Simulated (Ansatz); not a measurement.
# AlFe (Pm-3m) in Ansatz: single point with PBE

Aim: the single point of AlFe with PBE.

Program: Ansatz 0.2.0. These are calculated values, not measurements. Logs are shortened: lines on timing, memory, paths and dates and some standing lists are left out, and cuts for length are marked.

## 1. The structure

It takes space group Pm-3m (No. 221, cubic). Conventional cell: a = 2.910 Å, b = 2.910 Å, c = 2.910 Å, α = 90.00°, β = 90.00°, γ = 90.00°. Fe (site symmetry m-3m) has 8 Al at 2.52 Å as nearest neighbours. Around Al (site symmetry m-3m) lie 8 Fe at 2.52 Å.

## 2. Single point, PBE, collinear spin, ferromagnetic start

Contents of input.yaml:

```yaml
crystal:
  lattice:
    - [2.91, 0.0, 0.0]
    - [0.0, 2.91, 0.0]
    - [0.0, 0.0, 2.91]
  atoms:
    - { symbol: Fe, position: [0.5, 0.5, 0.5], spin: 4.5 }
    - { symbol: Al, position: [0.0, 0.0, 0.0] }
hamiltonian:
  xc: pbe
  pseudopotentials: { kind: paw }
magnetization:
  spin_polarized: true
kpoints:
  mp_grid: { grid: [9, 9, 9] }
scf:
  occupations: { method: fermi_dirac, width: 0.05 }
output:
  forces: true
  stress: true
  eigenvalues: true
```

Potentials or basis: Ansatz PAW.

The run is started by

```sh
$ ansatz run input.yaml --threads 2 --pin off --max-ram 5120MiB --backend cpu --events-out ev --progress --plain --runs-dir out
```

The log of the run:

```text
Warning: where an SCF of this run starts from atoms to list the orders of its open shells, Fe (site 0, from 0) starts with 4.00 μB on its 3d shell, in the place of the 4.50 μB that the deck gives it: its open shells can hold no more by Hund's first rule. To start from spheres of the given moment, type scf.initial_density.shell_occupations: []
Warning: RAYON_NUM_THREADS=2 ignored (pool sized by the plan → 2); use --threads N
Engine: ansatz 0.2.0, aarch64-unknown-linux-gnu
Pseudopotentials: kind: paw
Pseudopotential: Fe, paw, valence charge 16, recommended cutoff 420 eV (normal), Fe.paw.azcp
Pseudopotential: Al, paw, valence charge 3, recommended cutoff 420 eV (normal), Al.paw.azcp
Functional definition: PBE
  parameter kappa = 0.804
  parameter beta = 0.06672455060314922
  exchange = pbe_x(kappa = kappa, mu = beta*pi^2/3)
  correlation = pbe_c(beta = beta)
Crystal: 2 atoms, lattice volume = 24.642 Å³
Basis set: ecut = 420 eV, 461 PW (Γ), exchange–correlation on 40×40×40 points (8 copies of the dense FFT grid, shifted against one another)
Bands: 16, of which v1, the nominal top of the filled ones, is band 10 counted from 1 (9 counted from 0)
Symmetry: 48 space group operations
Space group: Pm-3m (ITA 221), of the structure as read, at distance tolerance 2.9e-5 Å
Magnetic group: BNS 221.92 (UNI 1594), of the structure as read, at distance tolerance 2.9e-5 Å
k-points: 35 of 729
Non-local potential: Fe, projectors of the file, l = 0: 3, l = 1: 2, l = 2: 3, l = 3: 1
Non-local potential: Al, projectors of the file, l = 0: 2, l = 1: 2, l = 2: 1
PAW form: soft (Blöchl's): semilocal exchange-correlation on the pseudo side does not see the compensation charge
PAW one-centre angular grid: Fe, 590 points (default); XC on 64 Gauss nodes
PAW one-centre angular grid: Al, 110 points (default); XC on 64 Gauss nodes
Initial density: superposition of atomic densities (chi_scale 0.1, normalization cell)
Starting moments: Σ|m| = 4.5 μB on 1 of 2 sites
Initial wavefunctions: pseudopotential atomic-orbital guess
Functional: x = pbe(κ = 0.804, μ = 0.2195149727645171), c = pbe(β = 0.06672455060314922)
SCF iter   1: F=—  HF=-5019.566036 eV  |F-HF|=—  |Δ(HF+E_count)|=         —  Δρ=2.56e-1 (↑2.56e-1 ↓1.68e-1)  dr2=1.63e0  dr2_m=1.00e1  M=1.027 μB ∫|m|=1.237 μB  β_m=0.30  ethr=3.10e-3  ⟨swp⟩=4.4  Hψ=4968  notcnv=0
Mixer restart at iter 1: flushing history
preconditioner: auto → none  [metal: Δε(μ)=0.045 eV  Ē_g=9.718 eV  σ=0.050 eV  W_gap=0.22  n_scr=6 (ndim 8)  ℏωp=24.8 eV  f_vac=0.000  D(μ)=2.12/eV (n_scr^D=26)  sad-step TF]
SCF iter   2: F=—  HF=-5017.814011 eV  |F-HF|=—  |Δ(HF+E_count)|=         —  Δρ=9.02e-2 (↑8.64e-2 ↓9.02e-2)  dr2=1.58e-1  dr2_m=1.73e0  M=1.707 μB ∫|m|=1.952 μB  β_m=0.30  ethr=3.10e-3  ⟨swp⟩=2.9  Hψ=2464  notcnv=0  defer=89
Mixer restart at iter 2: flushing history
SCF iter   3: F=—  HF=-5018.369911 eV  |F-HF|=—  |Δ(HF+E_count)|=         —  Δρ=1.23e-1 (↑1.23e-1 ↓1.19e-1)  dr2=8.29e-2  dr2_m=3.26e0  M=1.003 μB ∫|m|=1.243 μB  β_m=0.30  ethr=8.32e-4  ⟨swp⟩=2.2  Hψ=1718  notcnv=0  defer=89
Mixer restart at iter 3: flushing history
SCF iter   4: F=—  HF=-5018.413758 eV  |F-HF|=—  |Δ(HF+E_count)|=   4.38e-2  Δρ=9.46e-2 (↑8.89e-2 ↓9.46e-2)  dr2=6.18e-2  dr2_m=1.89e0  M=0.929 μB ∫|m|=1.151 μB  β_m=0.65  ethr=4.37e-4  ⟨swp⟩=2.0  Hψ=1672  notcnv=0  defer=90
SCF iter   5: F=—  HF=-5018.790251 eV  |F-HF|=—  |Δ(HF+E_count)|=   3.76e-1  Δρ=4.19e-2 (↑4.19e-2 ↓2.80e-2)  dr2=9.08e-1  dr2_m=1.11e-2  M=0.679 μB ∫|m|=0.816 μB  β_m=0.45  ethr=3.25e-4  ⟨swp⟩=3.3  Hψ=2692  notcnv=0  defer=90
SCF iter   6: F=—  HF=-5018.617499 eV  |F-HF|=—  |Δ(HF+E_count)|=   1.73e-1  Δρ=5.74e-3 (↑2.20e-3 ↓5.74e-3)  dr2=9.58e-3  dr2_m=1.90e-3  M=0.667 μB ∫|m|=0.813 μB  β_m=0.65  ethr=3.25e-4  ⟨swp⟩=3.0  Hψ=2953  notcnv=0  defer=97
SCF iter   7: F=—  HF=-5018.615506 eV  |F-HF|=—  |Δ(HF+E_count)|=   1.99e-3  Δρ=2.29e-3 (↑7.97e-4 ↓2.29e-3)  dr2=1.34e-3  dr2_m=3.06e-4  M=0.660 μB ∫|m|=0.791 μB  β_m=0.79  ethr=5.04e-5  ⟨swp⟩=2.0  Hψ=1366  notcnv=0  defer=97
SCF iter   8: F=—  HF=-5018.615328 eV  |F-HF|=—  |Δ(HF+E_count)|=   1.78e-4  Δρ=9.17e-4 (↑9.17e-4 ↓3.71e-4)  dr2=3.22e-4  dr2_m=2.11e-5  M=0.658 μB ∫|m|=0.778 μB  β_m=0.89  ethr=7.07e-6  ⟨swp⟩=1.9  Hψ=1461  notcnv=0  defer=97
SCF iter   9: F=—  HF=-5018.615350 eV  |F-HF|=—  |Δ(HF+E_count)|=   2.25e-5  Δρ=1.83e-4 (↑1.83e-4 ↓1.03e-4)  dr2=1.65e-5  dr2_m=6.06e-7  M=0.658 μB ∫|m|=0.776 μB  β_m=0.95  ethr=1.69e-6  ⟨swp⟩=1.9  Hψ=1305  notcnv=0  defer=97
SCF iter  10: F=—  HF=-5018.615367 eV  |F-HF|=—  |Δ(HF+E_count)|=   1.70e-5  Δρ=1.97e-5 (↑4.78e-6 ↓1.97e-5)  dr2=1.14e-7  dr2_m=2.60e-8  M=0.658 μB ∫|m|=0.775 μB  β_m=0.87  ethr=8.69e-8  ⟨swp⟩=2.2  Hψ=1404  notcnv=0  defer=97
SCF iter  11: F=—  HF=-5018.615367 eV  |F-HF|=—  |Δ(HF+E_count)|=   2.62e-8  Δρ=1.02e-5 (↑1.60e-6 ↓1.02e-5)  dr2=2.69e-8  dr2_m=4.54e-9  M=0.658 μB ∫|m|=0.775 μB  β_m=0.94  ethr=6.00e-10  ⟨swp⟩=2.0  Hψ=1484  notcnv=0  defer=97
SCF iter  12: F=-5018.615367 eV  HF=-5018.615367 eV  |F-HF|=2.21e-10  |Δ(HF+E_count)|=   2.47e-9  Δρ=6.44e-7 (↑3.42e-7 ↓6.44e-7)  dr2=2.36e-10  dr2_m=6.15e-12  M=0.658 μB ∫|m|=0.775 μB  ethr=1.41e-10  ⟨swp⟩=6.5  Hψ=4323  notcnv=0
SCF 1 converged in 12 iterations: F = -5018.615367 eV  dr2 = 2.36e-10
SCF converged after 12 iterations
Magnetization: 0.6580 μB (9.8290 up, 9.1710 down)
Absolute magnetization: 0.7750 μB (∫|ρ↑−ρ↓|, with the PAW one-centre terms)
Spin contamination: 0.0082 ħ² per cell (⟨S²⟩ above its minimum at these occupations)
Per-site moments (μB) at R_I (Å): [(0.7028529249980574, 1.0395552440677456), (-0.029695039983022493, 1.0395552440677456)]
Free energy (F): -5018.615367 eV
Harris-Foulkes:  -5018.615367 eV  (|F-HF|=2.21e-10)
Internal energy: -5018.596514 eV  (E = F + TS)
E sigma→0 (E₀):  -5018.605941 eV
Entropy (-TS):   -0.018853 eV (-9.426 meV/atom)
Fermi energy:    13.475418 eV
--- Per-component energies (eV) ---
  E_band       = -258.128587
  E_kinetic    = 379.980096
  E_local      = -2784.192566  (includes V_loc(G=0)·N_el)
  E_nonlocal   = 226.678891
  E_hartree    = 1202.506271
  E_xc         = -159.281286
  E_vxc        = -182.954682  (∫ρ·V_xc dr)
  E_paw        = -1833.527600  (= ΣΔE_a)
  E_vpaw       = -302.652596  (= ΣTr[D̂ρ^β])
  E_aug_tail   = 0.000783  (compensation charges beyond the density's cutoff)
  E_ewald      = -2050.761102
  E_smearing   = -0.018853  (= −TS)
  E_closure    = 0.000000  (closes the sum)
  Σ components = -5018.615367   (vs F -5018.615367, Δ=0.00e0)
--- Forces (eV/Å), atoms counted from 1 ---
  atom   1  Fe     0.00000000     0.00000000     0.00000000
  atom   2  Al    -0.00000000     0.00000000    -0.00000000
  max |Σ_I F_I| component: 2.75e-29 eV/Å
--- Stress (GPa, compression-positive) ---
       -6.110756       0.000000      -0.000000
        0.000000      -6.110756       0.000000
        0.000000       0.000000      -6.110756
  P = ⅓ Tr σ = -6.1108 GPa (-61.108 kbar)
--- Band table (eV; the first three rows and the last of 70) ---
  k-point 0 ↑: bands = ["-73.2025", "-39.2643", "-39.2643", "-39.2643", "3.2474", "11.0970", "11.0970", "13.0832", "13.0832", "13.0832", "19.5834", "19.5834", "19.5834", "22.5791", "22.5791", "28.3221"]
  k-point 1 ↑: bands = ["-73.2020", "-39.2704", "-39.2638", "-39.2638", "3.4731", "11.0664", "11.1610", "12.9567", "12.9567", "13.0965", "17.9916", "19.9037", "19.9037", "22.5277", "23.9803", "29.0839"]
  k-point 2 ↑: bands = ["-73.2009", "-39.2860", "-39.2626", "-39.2626", "4.1401", "10.7982", "11.3292", "12.6663", "12.6663", "13.1304", "15.9193", "20.7805", "20.7805", "22.3827", "25.5224", "30.0895"]
  k-point 34 ↓: bands = ["-72.4111", "-38.5428", "-38.5427", "-38.5427", "10.1479", "10.4572", "10.4572", "14.1911", "14.1911", "15.4206", "16.5576", "16.5576", "17.5024", "19.8536", "19.8536", "20.4452"]
```

Run time: 1.2 s. Hardware: 2 threads of Arm Neoverse V2, shared host; peak memory 0.29 GiB.

Results:

| Item | Value |
| --- | --- |
| Free energy | -5018.6154 eV |
| Pressure | -6.1 GPa |
| Band gap on the k mesh | none (metal or under the smearing width) |
| Net moment | 0.66 μB per cell |
| Absolute moment | 0.78 μB per cell |
| Site moments | Fe +0.70; Al -0.03 μB |

Caveat: the moment fell far below its start of 4.5 μB, so a state of higher moment may lie lower in energy.
